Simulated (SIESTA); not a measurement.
Runs of SIESTA 5.4.2 on Hf. Symmetry: Im-3m, No. 229, cubic system. Conventional cell: a = 3.610 Å, b = 3.610 Å, c = 3.610 Å, α = 90.00°, β = 90.00°, γ = 90.00°. Hf (site symmetry m-3m) has 8 Hf at 3.13 Å as nearest neighbours. This isn't the form of Hf at room conditions, which is hcp.

```tsv
level	potentials or basis	gap on the mesh (eV)	pressure (GPa)	relaxed volume (Å³/atom)
AM05	PseudoDojo 0.4 standard (PBEsol files), DZP (energy shift 0.003 Ry; two zetas on semicore shells)	none	0.1	(b)
BLYP	PseudoDojo 0.4 standard (PBE files), DZP (energy shift 0.003 Ry; two zetas on semicore shells)	none	0.0	23.08
PW91	PseudoDojo 0.4 standard (PBE files), DZP (energy shift 0.003 Ry; two zetas on semicore shells)	none	-0.1	(a)
revPBE	PseudoDojo 0.4 standard (PBE files), DZP (energy shift 0.003 Ry; two zetas on semicore shells)	none	0.0	22.99
LDA	PseudoDojo 0.4 standard (LDA files), DZP (energy shift 0.003 Ry; two zetas on semicore shells)	none	0.1	20.76
```

Alike in all rows: task relaxation of cell and atoms; no spin polarisation; cell relaxed; k mesh 7 × 7 × 7; smearing fermi-dirac 0.05 eV; grid cutoff 800 Ry; energy shift 0.003 Ry.

Problem. Estimate the missing entries.

Solution. (a) 22.50; (b) 21.78.

Caveats: short orbitals over semicore shells can move pressures by several GPa; the basis of atomic orbitals isn't converged, which shifts pressures, moduli and gaps; the potentials were made for another functional, which shifts forces and pressure (some runs).

A k mesh can miss the band edges, and the runs leave out spin-orbit coupling on Hf.

A gap of «none» marks a metal or a gap under the smearing width.
